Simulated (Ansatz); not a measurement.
# Mg: phonon entropy and phonon heat capacity against temperature

All results are calculated (Ansatz 0.2.0). Harmonic phonon free energy (zero-point part included), entropy and heat capacity at constant volume from interpolated force constants; periodic cell, basis, potentials, k mesh and filling as listed.

Structure of every row (space group Fm-3m, No. 225):
```
cell vectors (Å)
   0.0000     2.2443     2.2443
   2.2443     0.0000     2.2443
   2.2443     2.2443     0.0000
atoms (fractions of the cell vectors)
Mg  0.00000  0.00000  0.00000
```

Settings of every row: functional PBE; dispersion D4; accuracy medium; potentials norm-conserving; wave cutoff 1142.9 eV; density cutoff 4571.5 eV; k mesh 8x8x8; k shift 0x0x0; occupations gaussian; smearing width 0.3 eV; spin none; SCF threshold exponent -9; phonon method finite displacements; phonon supercell 2x2x2; dipole term of polar modes left out.

Limits: coarse k mesh, up to 40 meV an atom off; volume not checked for rest; wide smearing; the cell comes from a prototype or a list of computed structures and needn't be the stable phase.

```csv
row,temperature (K),phonon entropy (k_B/atom),phonon heat capacity (k_B/atom),phonon free energy (meV/atom)
1,100,1.104,1.841,28.99
2,300,?,?,?
3,500,5.274,2.935,-95.17
4,700,6.268,2.966,-195.1
5,900,7.015,2.979,-309.83
```

Question: what phonon entropy and phonon heat capacity should row 2 give?

Worked fit of phonon entropy. Entropy rises as the heat capacity times the change of ln T, so take t = ln(T / 300 K). The shown rows have t = -1.0986, 0.5108, 0.8473, 1.0986. Least squares give phonon entropy = 3.8591 + 2.69208 × t + 0.16757 × t² k_B/atom; a straight line predicts inner rows, each left out in turn, worse (root mean square 0.094 against 0.018 k_B/atom). The rows lie off it by 0.000, -0.004, 0.008, -0.004 (root mean square 0.0049 k_B/atom). The slope at t = 0, 2.69 k_B/atom, estimates the heat capacity at 300 K. The withheld row has t = 0, so the fit gives 3.8591 + 2.69208 × (0) + 0.16757 × (0)² = 3.859 k_B/atom.

The calculation gave 3.799 k_B/atom. The fit lies 0.060 k_B/atom (1.6 % of the value, 1 % of the column's range) above it; its largest miss of a shown row is 0.008 k_B/atom.

Worked fit of phonon heat capacity. At high temperature a harmonic heat capacity falls short of its limit by a term in 1/T², so take t = (100 K / T)². The shown rows have t = 1, 0.04, 0.02041, 0.01235. Least squares give phonon heat capacity = 2.9988 − 1.6143 × t + 0.4565 × t² k_B/atom; a straight line predicts inner rows, each left out in turn, worse (root mean square 0.0075 against 0.00025 k_B/atom). All shown rows lie on it to the printed digit. The constant, 2.9988 k_B/atom, is to be held against the harmonic limit of 3 k_B an atom. The withheld row has t = 0.11111, so the fit gives 2.9988 − 1.6143 × (0.11111) + 0.4565 × (0.11111)² = 2.825 k_B/atom.

The calculation gave 2.824 k_B/atom. The fit lies 0.001 k_B/atom (0.088 % of the column's range) above it, one unit of the last digit.

The other values of row 2: phonon free energy -15.98 meV/atom.
